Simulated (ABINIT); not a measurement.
**Beyond one shot: AlAs (F-43m)**

Aim: iterate the self-energy on AlAs (F-43m) and follow the gap from cycle to cycle.

Main program and level: ABINIT 10.8.3; LDA and many-body steps on it, plane waves.

**What was measured.**

- Gap 3.018 eV: lowest direct gap at Gamma; earlier measurement quoted from literature, technique not stated; 300 K; bulk crystal (pure AlAs, literature value used as model input) (quoted in “Simultaneous Measurement of Mid-Infrared Refractive Indices in Thin-Film Heterostructures: Methodology and Results for GaAs/AlGaAs”, 2023, arxiv:2301.08293).

## Step 1: The starting structure

It takes space group F-43m (No. 216, cubic). The conventional cell has a = 5.661 Å, b = 5.661 Å, c = 5.661 Å, α = 90.00°, β = 90.00°, γ = 90.00°. Al has 4 As at 2.45 Å nearest. Nearest to As lie 4 Al at 2.45 Å. Farther neighbours are not listed.

The cell and positions come from the Crystallography Open Database and are kept as given unless a step says otherwise.

## Step 2: Empty states on the mesh, 4×4×4 mesh, 191 bands

This step: ABINIT 10.8.3; DFT, LDA, plane waves, norm-conserving pseudopotentials.

The sums over transitions need many empty states on a uniform mesh; this step solves for them.

run.abi reads:

```
acell 3*1.0 Angstrom
rprim 
  0.000000000000 2.830400000000 2.830400000000
  2.830400000000 0.000000000000 2.830400000000
  2.830400000000 2.830400000000 -0.000000000000
ntypat 2
znucl 13 33
natom 2
typat 1 2
xred 
  0.000000000000 0.000000000000 0.000000000000
  0.250000000000 0.250000000000 0.250000000000
pp_dirpath "pseudos"
pseudos "Al.upf, As.upf"
ecut 44
ngkpt 4 4 4
nshiftk 1
shiftk 0 0 0
kptopt 1
chksymbreak 0
irdden 1
istwfk *1
nband 191
prtvol 0
optdriver 6
gwr_task "HDIAGO"
paral_kgb 0
occopt 1
indata_prefix "in"
outdata_prefix "out"
tmpdata_prefix "tmp"
```

Command:

```console
OMP_NUM_THREADS=1 mpirun -n 4 abinit run.abi > log
```

The program printed:

```text
.Version 10.8.3 of ABINIT. v10.8.2 released Aug 2026.

 Symmetries : space group F-4 3 m (#216); Bravais cF (face-center cubic)
[... echo of the input left out ...]
== DATASET  1 ==================================================================
-   mpi_nproc: 4, omp_nthreads: 1 (-1 if OMP is not activated)

--- !DatasetInfo
iteration_state: {dtset: 1, }
dimensions: {natom: 2, nkpt: 8, mband: 191, nsppol: 1, nspinor: 1, nspden: 1, mpw: 4314, }
cutoff_energies: {ecut:  44.0, pawecutdg:  -1.0, }
[...]
Indirect band gap semiconductor
 Fundamental gap:     1.346 (eV)
   VBM:     4.505 (eV) at k: [ 0.0000E+00,  0.0000E+00,  0.0000E+00]
   CBM:     5.851 (eV) at k: [ 5.0000E-01,  5.0000E-01,  0.0000E+00]
 Direct gap:         1.833 (eV) at k: [ 0.0000E+00,  0.0000E+00,  0.0000E+00]

== END DATASET(S) ==============================================================
================================================================================

 -outvars: echo values of variables after computation  --------
           etotal      0.0000000000E+00
            nband         191
             nkpt           8
          spgroup         216
 [... the other variables as echoed above ...]

 Calculation completed.
```

Wall time 1.8 min (4 MPI ranks of Arm Neoverse V2, shared host); peak memory 4.2 GiB.

Numbers from this step:

```
gap                                                           : 1.346 eV
k of the valence top                                          : 0, 0, 0
k of the conduction bottom                                    : 0.5, 0.5, 0
least direct gap                                              : 1.833 eV
k points computed                                             : 8
lowest point of the top converged band, above the valence top : 128.2954 eV
```

On this mesh the gap is 1.346 eV.

The density comes from a self-consistent run that is not shown.

## Step 3: Screening, 4×4×4 mesh, 183 bands, screening to 264 eV

The RPA dielectric matrix is built and inverted for each q.

This step: RPA screening on LDA, plane waves, norm-conserving pseudopotentials.

run.abi, as its differences from that of step 2:

```diff
@@ -20,10 +20,11 @@
 chksymbreak 0
-irdden 1
 istwfk *1
-nband 191
-prtvol 0
-optdriver 6
-gwr_task "HDIAGO"
-paral_kgb 0
 occopt 1
+irdwfk 1
+optdriver 3
+nband 183
+ecuteps 9.7
+inclvkb 2
+awtr 1
+symchi 1
 indata_prefix "in"
```

The program printed:

```text
.Version 10.8.3 of ABINIT. v10.8.2 released Aug 2026.

 Symmetries : space group F-4 3 m (#216); Bravais cF (face-center cubic)
[... echo of the input left out ...]
== DATASET  1 ==================================================================
-   mpi_nproc: 4, omp_nthreads: 1 (-1 if OMP is not activated)

--- !DatasetInfo
iteration_state: {dtset: 1, }
dimensions: {natom: 2, nkpt: 8, mband: 183, nsppol: 1, nspinor: 1, nspden: 1, mpw: 4314, }
cutoff_energies: {ecut:  44.0, pawecutdg:  -1.0, }
electrons: {nelect:   2.60000000E+01, charge:   0.00000000E+00, occopt:   1.00000000E+00, tsmear:   1.00000000E-02, }

 SCREENING: Calculation of the susceptibility and dielectric matrices

 Based on a program developped by R.W. Godby, V. Olevano, G. Onida, and L. Reining.
 Incorporated in ABINIT by V. Olevano, G.-M. Rignanese, and M. Torrent.
.Using double precision arithmetic ; gwpc =  8

[... cell and pseudopotentials left out ...]
--------------------------------------------------------------------------------

 ==== K-mesh for the wavefunctions ====
 Number of points in the irreducible wedge :     8
[... list of points left out ...]
 Together with 24 symmetry operations and time-reversal symmetry
 yields    64 points in the full Brillouin Zone.

 ==== Q-mesh for the screening function ====
 Number of points in the irreducible wedge :     8
[... list of points left out ...]
 Together with 24 symmetry operations and time-reversal symmetry
 yields    64 points in the full Brillouin Zone.

 setmesh: FFT mesh size selected  =    36x   36x   36
          total number of points  =        46656

 vcoul_init : cutoff-mode = AUXILIARY_FUNCTION
 q-points for optical limit:   1
     1)      0.000010    0.000020    0.000030

- screening: taking advantage of time-reversal symmetry
- Maximum band index for partially occupied states nbvw = 13
- Remaining bands to be divided among processors   nbcw = 170
- Number of bands treated by each node ~42

 Number of electrons calculated from density =   26.0000; Expected =   26.0000
 average of density, n =  0.084958
 r_s =    1.4111
 omega_plasma =   28.1162 [eV]

 calculating chi0 at frequencies [eV] :
  1    0.000000E+00    0.000000E+00
  2    0.000000E+00    2.811624E+01

--------------------------------------------------------------------------------
  q-point number  1        q = ( 0.000000, 0.000000, 0.000000) [r.l.u.]
--------------------------------------------------------------------------------
[... chi0 elements left out ...]
 For q-point:  0.000010 0.000020 0.000030
  dielectric constant =  15.7724
  dielectric constant without local fields =  17.6345

  Average fulfillment of the sum rule on Im[epsilon] for q-point    1 :     54.16  [%]
[... wings left out ...]
  q-point number  2        q = ( 0.250000, 0.000000, 0.000000) [r.l.u.]
--------------------------------------------------------------------------------
[... chi0 elements left out ...]
  Average fulfillment of the sum rule on Im[epsilon] for q-point    2 :     60.03  [%]

 [... 6 further q-points ...]
```

Run time: 2.1 min. Hardware: 4 MPI ranks; peak memory 1.8 GiB.

Numbers from this step:

| Property | Result |
| --- | --- |
| ε∞ with local fields, on this mesh, along the program's q direction | 15.77 |
| the same without local fields | 17.63 |
| plasma frequency | 28.12 eV |
| plane waves in the screening matrix | 459 |

Local fields lower ε∞ by 11 %. On a Γ-centred mesh this coarse the value itself is usually too large, while a short band sum pulls it down.

## Step 4: G0W0

The self-energy is evaluated for the states that the input lists, and the levels follow from it, in one-shot runs by the linearised quasiparticle equation.

This step: G0W0 on LDA, plane waves, norm-conserving pseudopotentials.

run.abi, as its differences from that of step 3:

```diff
@@ -23,8 +23,19 @@
 irdwfk 1
-optdriver 3
+optdriver 4
 nband 183
+gwcalctyp 0
+ecutsigx 44
+symsigma 1
+nkptgw 3
+kptgw 
+  0.0000000000 0.0000000000 0.0000000000
+  0.5000000000 0.5000000000 0.0000000000
+  0.5000000000 0.0000000000 0.0000000000
+bdgw 
+  11 17
+  12 15
+  12 16
 ecuteps 9.7
-inclvkb 2
-awtr 1
-symchi 1
+irdscr 1
+ppmodel 1
 indata_prefix "in"
```

The program printed:

```text
.Version 10.8.3 of ABINIT. v10.8.2 released Aug 2026.

 Symmetries : space group F-4 3 m (#216); Bravais cF (face-center cubic)
[... echo of the input left out ...]
== DATASET  1 ==================================================================
-   mpi_nproc: 4, omp_nthreads: 1 (-1 if OMP is not activated)

--- !DatasetInfo
iteration_state: {dtset: 1, }
dimensions: {natom: 2, nkpt: 8, mband: 183, nsppol: 1, nspinor: 1, nspden: 1, mpw: 4314, }
cutoff_energies: {ecut:  44.0, pawecutdg:  -1.0, }
electrons: {nelect:   2.60000000E+01, charge:   0.00000000E+00, occopt:   1.00000000E+00, tsmear:   1.00000000E-02, }

 SIGMA: Calculation of the GW corrections

 Based on a program developped by R.W. Godby, V. Olevano, G. Onida, and L. Reining.
 Incorporated in ABINIT by V. Olevano, G.-M. Rignanese, and M. Torrent.
.Using double precision arithmetic ; gwpc =  8

[... cell and pseudopotentials left out ...]
--------------------------------------------------------------------------------

 ==== K-mesh for the wavefunctions ====
 Number of points in the irreducible wedge :     8
[... list of points left out ...]
 Together with 24 symmetry operations and time-reversal symmetry
 yields    64 points in the full Brillouin Zone.

 ==== Q-mesh for screening function ====
 Number of points in the irreducible wedge :     8
[... list of points left out ...]
 Together with 24 symmetry operations and time-reversal symmetry
 yields    64 points in the full Brillouin Zone.

 vcoul_init : cutoff-mode = AUXILIARY_FUNCTION
 q-points for optical limit:   1
     1)      0.000010    0.000020    0.000030
 setmesh: FFT mesh size selected  =    45x   45x   45
          total number of points  =        91125

 Number of electrons calculated from density =   26.0000; Expected =   26.0000
 average of density, n =  0.084958
 r_s =    1.4111
 omega_plasma =   28.1162 [eV]

 === KS Band Gaps ===
  >>>> For spin  1
   Minimum direct gap =   1.8333 [eV], located at k-point      :   0.0000  0.0000  0.0000
   Fundamental gap    =   1.3462 [eV], Top of valence bands at :   0.0000  0.0000  0.0000
                                       Bottom of conduction at :   0.5000  0.5000  0.0000
 SIGMA fundamental parameters:
 PLASMON POLE MODEL  1
 number of plane-waves for SigmaX                 4279
 number of plane-waves for SigmaC and W            459
 number of plane-waves for wavefunctions          4279
 number of bands                                   183
 number of independent spin polarizations            1
 number of spinorial components                      1
 number of k-points in IBZ                           8
 number of q-points in IBZ                           8
 number of symmetry operations                      24
 number of k-points in BZ                           64
 number of q-points in BZ                           64
 number of frequencies for dSigma/dE                 9
 frequency step for dSigma/dE [eV]                0.25
 number of omega for Sigma on real axis              0
 max omega for Sigma on real axis  [eV]           0.00
 zcut for avoiding poles [eV]                     0.10

 EPSILON^-1 parameters (SCR file):
 dimension of the eps^-1 matrix on file            459
 dimension of the eps^-1 matrix used               459
 number of plane-waves for wavefunctions          4279
 number of bands                                   183
 number of q-points in IBZ                           8
 number of frequencies                               2
 number of real frequencies                          1
 number of imag frequencies                          1

 matrix elements of self-energy operator (all in [eV])

 Perturbative Calculation

--- !SelfEnergy_ee
iteration_state: {dtset: 1, }
kpoint     : [   0.000,    0.000,    0.000, ]
spin       : 1
KS_gap     :    1.833
QP_gap     :    2.659
Delta_QP_KS:    0.826
data: !SigmaeeData |
     Band     E0 <VxcDFT>   SigX SigC(E0)      Z dSigC/dE  Sig(E)    E-E0       E
       11   4.505 -13.368 -15.024   1.113   0.784  -0.276 -13.793  -0.426   4.079
       12   4.505 -13.368 -15.024   1.113   0.784  -0.276 -13.793  -0.426   4.079
       13   4.505 -13.368 -15.024   1.113   0.784  -0.276 -13.793  -0.426   4.079
       14   6.338 -12.293  -7.764  -4.024   0.792  -0.262 -11.893   0.400   6.739
       15   8.762  -9.648  -5.058  -4.471   0.785  -0.274  -9.554   0.094   8.856
       16   8.762  -9.648  -5.058  -4.471   0.785  -0.274  -9.554   0.094   8.856
[...]
--- !SelfEnergy_ee
iteration_state: {dtset: 1, }
kpoint     : [   0.500,    0.500,    0.000, ]
spin       : 1
KS_gap     :    3.520
QP_gap     :    4.245
Delta_QP_KS:    0.725
data: !SigmaeeData |
     Band     E0 <VxcDFT>   SigX SigC(E0)      Z dSigC/dE  Sig(E)    E-E0       E
[...]
--- !SelfEnergy_ee
iteration_state: {dtset: 1, }
kpoint     : [   0.500,    0.000,    0.000, ]
spin       : 1
KS_gap     :    2.830
QP_gap     :    3.572
Delta_QP_KS:    0.742
data: !SigmaeeData |
     Band     E0 <VxcDFT>   SigX SigC(E0)      Z dSigC/dE  Sig(E)    E-E0       E
[...]
14   6.511 -10.511  -6.266  -3.974   0.794  -0.259 -10.296   0.215   6.726
       15   9.157  -9.434  -4.697  -4.523   0.789  -0.268  -9.266   0.169   9.326
       16   9.157  -9.434  -4.697  -4.523   0.789  -0.268  -9.266   0.169   9.326

== END DATASET(S) ==============================================================
================================================================================

 -outvars: echo values of variables after computation  --------
           etotal      0.0000000000E+00
            nband         183
             nkpt           8
          spgroup         216
 [... the other variables as echoed above ...]

 Calculation completed.
```

It took 69 s on 4 MPI ranks; peak memory 2 GiB.

Numbers from this step:

| Item | Value |
| --- | --- |
| G0W0 gap on the points computed | 1.859 eV |
| starting gap on the mesh | 1.346 eV |
| k of the valence top | 0, 0, 0 |
| k of the conduction bottom | 0.5, 0.5, 0 |
| Z at the valence top | 0.784 |
| Z at the conduction bottom | 0.802 |
| least direct G0W0 gap on the computed points | 2.66 eV |

The gap on the mesh goes from 1.35 eV to 1.86 eV, a correction of +0.51 eV.

## Step 5: QSGW, cycle 1

This step: QSGW on LDA, plane waves, norm-conserving pseudopotentials.

run.abi, as its differences from that of step 4:

```diff
@@ -25,14 +25,24 @@
 nband 183
-gwcalctyp 0
+gwcalctyp 28
 ecutsigx 44
-symsigma 1
-nkptgw 3
+symsigma 0
+nkptgw 8
 kptgw 
   0.0000000000 0.0000000000 0.0000000000
+  0.2500000000 0.0000000000 0.0000000000
+  0.5000000000 0.0000000000 0.0000000000
+  0.2500000000 0.2500000000 0.0000000000
+  0.5000000000 0.2500000000 0.0000000000
+  -0.2500000000 0.2500000000 0.0000000000
   0.5000000000 0.5000000000 0.0000000000
-  0.5000000000 0.0000000000 0.0000000000
+  -0.2500000000 0.5000000000 0.2500000000
 bdgw 
-  11 17
-  12 15
-  12 16
+  11 20
+  11 20
+  11 20
+  11 20
+  11 20
+  11 20
+  11 20
+  11 20
 ecuteps 9.7
@@ -40,2 +50,3 @@
 ppmodel 1
+rhoqpmix 0.3
 indata_prefix "in"
```

The program printed:

```text
.Version 10.8.3 of ABINIT. v10.8.2 released Aug 2026.

 Symmetries : space group F-4 3 m (#216); Bravais cF (face-center cubic)
[... echo of the input left out ...]
== DATASET  1 ==================================================================
-   mpi_nproc: 4, omp_nthreads: 1 (-1 if OMP is not activated)

--- !DatasetInfo
iteration_state: {dtset: 1, }
dimensions: {natom: 2, nkpt: 8, mband: 183, nsppol: 1, nspinor: 1, nspden: 1, mpw: 4314, }
cutoff_energies: {ecut:  44.0, pawecutdg:  -1.0, }
electrons: {nelect:   2.60000000E+01, charge:   0.00000000E+00, occopt:   1.00000000E+00, tsmear:   1.00000000E-02, }

 SIGMA: Calculation of the GW corrections

 Based on a program developped by R.W. Godby, V. Olevano, G. Onida, and L. Reining.
 Incorporated in ABINIT by V. Olevano, G.-M. Rignanese, and M. Torrent.
.Using double precision arithmetic ; gwpc =  8

[... cell and pseudopotentials left out ...]
--------------------------------------------------------------------------------

 ==== K-mesh for the wavefunctions ====
 Number of points in the irreducible wedge :     8
[... list of points left out ...]
 Together with 24 symmetry operations and time-reversal symmetry
 yields    64 points in the full Brillouin Zone.

 ==== Q-mesh for screening function ====
 Number of points in the irreducible wedge :     8
[... list of points left out ...]
 Together with 24 symmetry operations and time-reversal symmetry
 yields    64 points in the full Brillouin Zone.

 vcoul_init : cutoff-mode = AUXILIARY_FUNCTION
 q-points for optical limit:   1
     1)      0.000010    0.000020    0.000030
 setmesh: FFT mesh size selected  =    45x   45x   45
          total number of points  =        91125

 Number of electrons calculated from density =   26.0000; Expected =   26.0000
[...]
spin       : 1
KS_gap     :    3.520
QP_gap     :    4.456
Delta_QP_KS:    0.936
data: !SigmaeeData |
     Band     E_DFT   <VxcDFT>   E(N-1)  <Hhartree>   SigX  SigC[E(N-1)]    Z     dSigC/dE  Sig[E(N)]  DeltaE  E(N)_pert E(N)_diago
[...]
--- !SelfEnergy_ee
iteration_state: {dtset: 1, }
kpoint     : [  -0.250,    0.500,    0.250, ]
spin       : 1
KS_gap     :    7.098
QP_gap     :    8.227
Delta_QP_KS:    1.130
data: !SigmaeeData |
     Band     E_DFT   <VxcDFT>   E(N-1)  <Hhartree>   SigX  SigC[E(N-1)]    Z     dSigC/dE  Sig[E(N)]  DeltaE  E(N)_pert E(N)_diago
[...]
19    16.825   -11.450    16.825    28.275    -4.925    -6.287     1.000     0.000   -11.212     0.238    17.063    17.071
       20    17.002   -10.669    17.002    27.672    -4.051    -6.337     1.000     0.000   -10.387     0.282    17.284    17.299

 New Fermi energy :        1.821458E-01 Ha ,    4.956441E+00 eV

 === QP Band Gaps ===
  >>>> For spin  1
   Minimum direct gap =   2.8883 [eV], located at k-point      :   0.0000  0.0000  0.0000
   Fundamental gap    =   2.0062 [eV], Top of valence bands at :   0.0000  0.0000  0.0000
                                       Bottom of conduction at :   0.5000  0.5000  0.0000

 writing QP data on file : out_QPS

 Convergence of QP corrections
 >>>>> For spin  1 <<<<<
.  kptgw no:  1; Maximum DeltaE = (   0.000   0.000) for band index:  3
.  kptgw no:  2; Maximum DeltaE = (  -0.543   0.000) for band index:  1
.  kptgw no:  3; Maximum DeltaE = (  -0.809   0.000) for band index:  1
[...]
.  kptgw no:  7; Maximum DeltaE = (  -0.945   0.000) for band index:  1
.  kptgw no:  8; Maximum DeltaE = (  -1.065   0.006) for band index:  1

== END DATASET(S) ==============================================================
================================================================================

 -outvars: echo values of variables after computation  --------
           etotal      0.0000000000E+00
            nband         183
             nkpt           8
          spgroup         216
 [... the other variables as echoed above ...]

 Calculation completed.
```

Elapsed: 13 min, on 4 MPI ranks; peak memory 2.2 GiB.

Numbers from this step:

| Quantity | Value |
| --- | --- |
| quasiparticle gap on the mesh | 2.007 eV |
| gap of the density functional on the mesh | 1.346 eV |
| k of the valence top | 0, 0, 0 |
| k of the conduction bottom | 0.5, 0.5, 0 |
| Z at the valence top | 1 |
| Z at the conduction bottom | 1 |
| least direct quasiparticle gap on the computed points | 2.889 eV |

Against G0W0 in ABINIT (4×4×4 mesh, 183 bands, screening to 264 eV, Godby-Needs plasmon pole), the gap moves by +0.148 eV.

(Continued in part 2 of 3.)

[Paths, hosts, dates, memory and timing lines, banners, echoed tables and standing remarks are left out of the program output.]

[Logs are printed without paths, hosts, clocks, repeated set-up lines and the standing remarks that a program may print on its own settings, such as how far it seeks lower states.]

[Runs of the session that timed out or met a known fault of the program may be left out.]

[Hosts, paths, dates, database ids (printed as entryN), source tags and the programs' standing remarks are cut or masked in the printed files.]

[G0W0 gaps are taken among the corrected bands and points alone; a level outside them can change the order at an edge.]

[Where Ansatz stands beside ABINIT at settings called matched, ABINIT's density can come from a denser mesh and the files from another edition; pairs whose starting gaps differed by over 0.03 eV were left out, so agreement reads better than it is.]
